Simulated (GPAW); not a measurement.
# TiB2 (P6/mmm) in GPAW: settings compared

One crystal, TiB2, is run at these levels: PBE, LDA+U; tasks: single point.

Everything below comes from runs of GPAW 26.7.0. Logs are shortened: lines on timing, memory, paths and dates and some standing lists are left out, and cuts for length are marked. The log counts tension as positive stress, the text compression.

## (1) The structure

It takes space group P6/mmm (No. 191, hexagonal). The conventional cell has a = 3.029 Å, b = 3.029 Å, c = 3.228 Å, α = 90.00°, β = 90.00°, γ = 120.00°. Around Ti (site symmetry 6/mmm) lie 12 B at 2.38 Å. B (site symmetry -6m2) has 3 B at 1.75 Å as nearest neighbours.

## (2) Single point, PBE

File run.py:

```python
from ase import Atoms
from ase.dft.bandgap import bandgap
from ase.io import write
from ase.units import GPa
from gpaw import GPAW, PW

atoms = Atoms(['Ti', 'B', 'B'],
              cell=[[3.0292, 0.0, 0.0],
                    [-1.5146, 2.6233641531, 0.0],
                    [0.0, 0.0, 3.2284]],
              scaled_positions=[[0.0, 0.0, 0.0],
                                [0.6666666667, 0.3333333333, 0.5],
                                [0.3333333333, 0.6666666667, 0.5]],
              pbc=True)

calc = GPAW(mode=PW(600),
            xc='PBE',
            kpts={'size': (8, 8, 7), 'gamma': True},
            occupations={'name': 'fermi-dirac', 'width': 0.05},
            nbands=20,
            maxiter=120,
            txt='gpaw.txt')
atoms.calc = calc
energy = atoms.get_potential_energy()
forces = atoms.get_forces()
stress = atoms.get_stress()
calc.write('gs.gpw')
write('result.traj', atoms)
print(f'Energy: {energy:.6f} eV')
print('Forces (eV/A):')
print(forces.round(4))
print('Stress (GPa):', (stress / GPa).round(3))
print('Fermi level:', round(calc.get_fermi_level(), 4), 'eV')
print(f'Gap: {bandgap(calc)[0]:.4f} eV, direct: {bandgap(calc, direct=True)[0]:.4f} eV')
```

Potentials or basis: GPAW PAW data sets (gpaw-data 1.2.1), pw.

Run with:

```bash
$ OMP_NUM_THREADS=1 python run.py
```

gpaw.txt:

```text
__  _  _
 | _ |_)|_||  |
 |__||  | ||/\| - 26.7.0

Input parameters:
  mode=PW(ecut=600.0),
  kpts=MonkhorstPack(size=(8, 8, 7), gamma=True),
  maxiter=120,
  nbands=20,
  occupations=Occupations(name='fermi-dirac', width=0.05),
  xc=XC(name='PBE')

Diagonalizing LCAO Hamiltonian
Converting LCAO to pw mode

         B  B

       Ti

Atoms  # Å, Bohr magnetons
|   | symbol |         x |        y |        z |    initial magnetic moments |
|---|--------|-----------|----------|----------|-----------------------------|
| 0 |     Ti |  0.000000 | 0.000000 | 0.000000 | ( 0.0000,  0.0000,  0.0000) |
| 1 |      B |  1.514600 | 0.874455 | 1.614200 | ( 0.0000,  0.0000,  0.0000) |
| 2 |      B | -0.000000 | 1.748909 | 1.614200 | ( 0.0000,  0.0000,  0.0000) |

Unit cell  # Å
| periodic |         x |        y |        z |  lengths |     angles |
|----------|-----------|----------|----------|----------|------------|
|      yes |  3.029200 | 0.000000 | 0.000000 | 3.029200 |  90.000000 |
|      yes | -1.514600 | 2.623364 | 0.000000 | 3.029200 |  90.000000 |
|      yes |  0.000000 | 0.000000 | 3.228400 | 3.228400 | 120.000000 |

Number of symmetries: 24
Symmetry operations  # r_c * U_cc + t_c -> r_c
|    | kind |            matrix            |
|----|------|------------------------------|
|  0 |  σ   |  1, 1, 0,  0,-1, 0,  0, 0, 1 |
|  1 |  C2  |  1, 1, 0,  0,-1, 0,  0, 0,-1 |
|  2 |  C6  |  1, 1, 0, -1, 0, 0,  0, 0, 1 |
|  3 |  S6  |  1, 1, 0, -1, 0, 0,  0, 0,-1 |
|  4 |  E   |  1, 0, 0,  0, 1, 0,  0, 0, 1 |
|  5 |  σ   |  1, 0, 0,  0, 1, 0,  0, 0,-1 |
|  6 |  σ   |  1, 0, 0, -1,-1, 0,  0, 0, 1 |
|  7 |  C2  |  1, 0, 0, -1,-1, 0,  0, 0,-1 |
|  8 |  σ   |  0, 1, 0,  1, 0, 0,  0, 0, 1 |
|  9 |  C2  |  0, 1, 0,  1, 0, 0,  0, 0,-1 |
| 10 |  C3  |  0, 1, 0, -1,-1, 0,  0, 0, 1 |
| 11 |  S3  |  0, 1, 0, -1,-1, 0,  0, 0,-1 |
| 12 |  C6  |  0,-1, 0,  1, 1, 0,  0, 0, 1 |
| 13 |  S6  |  0,-1, 0,  1, 1, 0,  0, 0,-1 |
| 14 |  σ   |  0,-1, 0, -1, 0, 0,  0, 0, 1 |
| 15 |  C2  |  0,-1, 0, -1, 0, 0,  0, 0,-1 |
| 16 |  σ   | -1, 0, 0,  1, 1, 0,  0, 0, 1 |
| 17 |  C2  | -1, 0, 0,  1, 1, 0,  0, 0,-1 |
| 18 |  C2  | -1, 0, 0,  0,-1, 0,  0, 0, 1 |
| 19 |  i   | -1, 0, 0,  0,-1, 0,  0, 0,-1 |
| 20 |  C3  | -1,-1, 0,  1, 0, 0,  0, 0, 1 |
| 21 |  S3  | -1,-1, 0,  1, 0, 0,  0, 0,-1 |
| 22 |  σ   | -1,-1, 0,  0, 1, 0,  0, 0, 1 |
| 23 |  C2  | -1,-1, 0,  0, 1, 0,  0, 0,-1 |

BZ-sampling:
  Number of BZ points: 448
  Number of IBZ points: 40

  Monkhorst-Pack size: [8, 8, 7]
  Monkhorst-Pack shift: [0.0625, 0.0625, 0.0]

K-points  # in reciprocal-cell coordinates
|     |                                coordinates |     weight |
|-----|--------------------------------------------|------------|
|   0 | (  0.00000000,   0.00000000,   0.00000000) | 0.00223214 |
|   1 | (  0.00000000,   0.00000000,   0.14285714) | 0.00446429 |
|   2 | (  0.00000000,   0.00000000,   0.28571429) | 0.00446429 |
|   3 | (  0.00000000,   0.00000000,   0.42857143) | 0.00446429 |
|   4 | (  0.12500000,   0.00000000,   0.00000000) | 0.01339286 |
|   5 | (  0.12500000,   0.00000000,   0.14285714) | 0.02678571 |
|   6 | (  0.12500000,   0.00000000,   0.28571429) | 0.02678571 |
|   7 | (  0.12500000,   0.00000000,   0.42857143) | 0.02678571 |
|   8 | (  0.25000000,  -0.12500000,   0.00000000) | 0.01339286 |
|   9 | (  0.25000000,  -0.12500000,   0.14285714) | 0.02678571 |
| ... |                                            |            |
|  39 | (  0.50000000,   0.50000000,   0.42857143) | 0.01339286 |

Plane wave coefficients: 869
Cutoff: 600.0 eV

Spin-components: 1 (collinear spins)
Bands:           20
Projectors:      16
Spin-degeneracy: 2
Datatype:        complex128

Parallelization:
  kpt:    1
  domain: 1
  band:   1

Density:
  Valence electrons: 18.0
  Components: 1
  Grid points: [18 18 20]
  Charge: 0.0  # |e|

Potential:
  Grid points: [18 18 20]

species:
  Ti:
    name:    Titanium
    Z:       22.0
    valence: 12
    core:    10
    charge:  0.0  # [|e|]
    compensation charges:
      type: gauss
      rc: 0.38  # [Å]
      lmax: 2
    cutoffs:
      filter: 2.23  # [Å]
      core: 1.02  # [Å]
    projectors
    | kind |    occ | energy [eV] | rcut [Å] |
    |------|--------|-------------|----------|
    |   3s |  2.000 |     -62.623 |    1.270 |
    |   4s |  2.000 |      -4.466 |    1.270 |
    |   3p |  6.000 |     -38.862 |    1.058 |
    |   4p |  0.000 |      -1.466 |    1.058 |
    |   3d |  2.000 |      -4.258 |    1.058 |
    |    d |        |      22.953 |    1.058 |

    Using partial waves for Ti as LCAO basis

  B:
    name:    Boron
    Z:       5.0
    valence: 3
    core:    2
    charge:  0.0  # [|e|]
    compensation charges:
      type: gauss
      rc: 0.20  # [Å]
      lmax: 2
    cutoffs:
      filter: 1.14  # [Å]
      core: 1.38  # [Å]
    projectors
    | kind |    occ | energy [eV] | rcut [Å] |
    |------|--------|-------------|----------|
    |   2s |  2.000 |      -9.443 |    0.635 |
    |   2p |  1.000 |      -3.606 |    0.635 |
    |    s |        |      17.768 |    0.635 |
    |    p |        |      23.605 |    0.635 |
    |    d |        |       0.000 |    0.635 |

    Using partial waves for B as LCAO basis

Reference energy: -24562.993416  # eV

eigensolver:
  PPCG
  Converge bands: occupied
  niter=2

density mixing:
  MSR1-Mixer
  Pratt-step length: 0.05
  Maximum mixing coefficient: 0.75
  Old densities: 10
  SVD Regularization: 0.005
  Good broyden scale: 1.0
  Trust region scale: 1.0
  Backstep threshold: 4.0
  History deletion threshold: 6.0
  Fourier metric: weight=20.0, sigma=0.015

occupation numbers:
  Fermi-Dirac:
    width: 0.0500  # eV

poisson solver:
  ecut: 4800.0  # eV

xc functional:
  name: PBE with 2 nearest neighbor stencil

convergence criteria:
- Maximum [total energy] change in last 3 cyles: 0.0005 eV / valence electron
- Maximum integral of absolute [dens]ity change: 0.0001 electrons / valence electron
- Maximum integral of absolute [eigenst]ate change: 4e-08 eV^2 / valence electron
maximum number of iterations: 120

SCF iterations
|iter     | |      energy | eigst |  dens |
|---------|-|-------------|-------|-------|
|iter:   1| |  -25.018339 | +0.15 |       |
|iter:   2| |  -24.455974 | -2.47 | -0.93 |
|iter:   3| |  -23.245279 | -1.29 | -1.00 |
|iter:   4| |  -23.230767 | -2.65 | -1.72 |
|iter:   5| |  -23.238338 | -3.22 | -1.99 |
|iter:   6| |  -23.238282c| -4.12 | -2.56 |
|iter:   7| |  -23.238277c| -5.42 | -3.16 |
|iter:   8| |  -23.238277c| -7.23 | -4.10c|
|iter:   9| |  -23.238278c| -8.59c| -4.73c|

Converged in 9 steps
Energy contributions relative to reference atoms: (reference = -24562.993416)

Energy contributions:
  Kinetic:          20.718606
  Coulomb:         -18.828241
  Zero:              0.042123
  External:          0.000000
  Xc:              -25.170472
  Entropy:          -0.000587
  Spinorbit:         0.000000
  ----------------------------
  Free energy:     -23.238571
  Extrapolated:    -23.238278

dipole moment: (-4.821335, -8.350797, -10.276772)  # |e|*Ang

Fermi level: 11.532
Eigenvalues  # (at kpt = [0.000, 0.000, 0.000])
| band index |      eig [eV] | occ [0-2] |
|------------|---------------|-----------|
|          0 |       -45.456 |     2.000 |
|          1 |       -21.826 |     2.000 |
|          2 |       -21.505 |     2.000 |
|          3 |       -21.505 |     2.000 |
|          4 |        -2.034 |     2.000 |
|          5 |         8.867 |     2.000 |
[... 9 lines left out ...]
|         15 |        18.390 |     0.000 |
|         16 |        20.591 |     0.000 |
|        ... |               |           |
|         19 |        35.445 |     0.000 |

No gap
No difference between direct/indirect transitions

Forces  # eV/Ang
|        x |       y |       z |
|----------|---------|---------|
| -0.00000 | 0.00000 | 0.00000 |  # Ti   0
| -0.00000 | 0.00000 | 0.00000 |  # B    1
| -0.00000 | 0.00000 | 0.00000 |  # B    2

Stress tensor  # eV/Ang^3
|         x |         y |        z |
|-----------|-----------|----------|
| -0.005150 | -0.000000 | 0.000000 |
| -0.000000 | -0.005150 | 0.000000 |
|  0.000000 |  0.000000 | 0.005216 |

# Writing to gs.gpw (mode='')
```

stdout:

```text
Energy: -23.238278 eV
Forces (eV/A):
[[-0.  0.  0.]
 [-0.  0.  0.]
 [-0.  0.  0.]]
Stress (GPa): [-0.825 -0.825  0.836  0.     0.    -0.   ]
Fermi level: 11.5322 eV
Gap: 0.0000 eV, direct: 0.0000 eV
```

Wall time 30 s (1 thread of Intel Xeon at 2.50GHz (Skylake/Cascade Lake), shared host); peak memory 0.15 GiB.

What came out:

```yaml
Free_energy: -23.2386 eV
Pressure: 0.3 GPa
Band_gap_on_the_k_mesh: none (metal or under the smearing width)
```

Levels at points of the mesh, in eV from the Fermi level:
```csv
k point,band 6,band 7,band 8,band 9,band 10,band 11,band 12,band 13
"(0.00, 0.00, 0.00)",-2.67,-2.67,-2.40,-2.17,1.84,1.84,3.60,3.60
"(0.50, 0.50, 0.00)",-9.30,-3.34,-3.28,-2.32,1.29,2.70,3.17,3.29
```

Caveat: the cutoff is short for stress and forces, so pressures can be off by a GPa or more.

## (3) Single point, LDA+U

File run.py:

```python
from ase.dft.bandgap import bandgap
from ase.io import read, write
from ase.units import GPa
from gpaw import GPAW, PW, setup_paths

setup_paths.insert(0, '.')

atoms = read('TiB2.xyz')

calc = GPAW(mode=PW(600),
            xc='LDA',
            kpts={'size': (8, 8, 7), 'gamma': True},
            occupations={'name': 'fermi-dirac', 'width': 0.05},
            setups={'Ti': ':d,8.0'},
            nbands=20,
            maxiter=120,
            txt='gpaw.txt')
atoms.calc = calc
energy = atoms.get_potential_energy()
forces = atoms.get_forces()
stress = atoms.get_stress()
calc.write('gs.gpw')
write('result.traj', atoms)
print(f'Energy: {energy:.6f} eV')
print('Forces (eV/A):')
print(forces.round(4))
print('Stress (GPa):', (stress / GPa).round(3))
print('Fermi level:', round(calc.get_fermi_level(), 4), 'eV')
print(f'Gap: {bandgap(calc)[0]:.4f} eV, direct: {bandgap(calc, direct=True)[0]:.4f} eV')
```

File TiB2.xyz:

```xyz
3
Lattice="3.0292000000 0.0000000000 0.0000000000 -1.5146000000 2.6233641531 0.0000000000 0.0000000000 0.0000000000 3.2284000000" Properties=species:S:1:pos:R:3 pbc="T T T"
Ti     0.0000000000      0.0000000000      0.0000000000
B      1.5146000002      0.8744547176      1.6142000000
B     -0.0000000002      1.7489094355      1.6142000000
```

Potentials or basis: PAW data sets generated in the run's folder for this functional, pw.

Run with:

```bash
$ gpaw-setup -f LDA B Ti
$ OMP_NUM_THREADS=1 python run.py
```

Wall time 22 s (1 thread of Arm Neoverse V1, shared host); peak memory 0.15 GiB.

The run converged. Its results:

```
Free energy            : -19.3970 eV
Pressure               : -0.6 GPa
Band gap on the k mesh : none (metal or under the smearing width)
```

Stress tensor (GPa, compression positive):
```
-1.89  0.00  0.00
 0.00 -1.89  0.00
 0.00  0.00  1.93
```

Levels at points of the mesh, in eV from the Fermi level:
| k point | band 7 | band 8 | band 9 | band 10 | band 11 | band 12 |
| --- | --- | --- | --- | --- | --- | --- |
| (0.00, 0.00, 0.00) | -3.06 | -3.06 | -2.29 | 2.21 | 2.21 | 3.57 |
| (0.50, 0.50, 0.00) | -4.00 | -3.57 | -2.48 | 1.59 | 2.51 | 2.95 |

Caveat: the cutoff is short for stress and forces, so pressures can be off by a GPa or more; U without spin polarisation on a metal has little footing; the U is typed as a test and isn't derived for this compound.
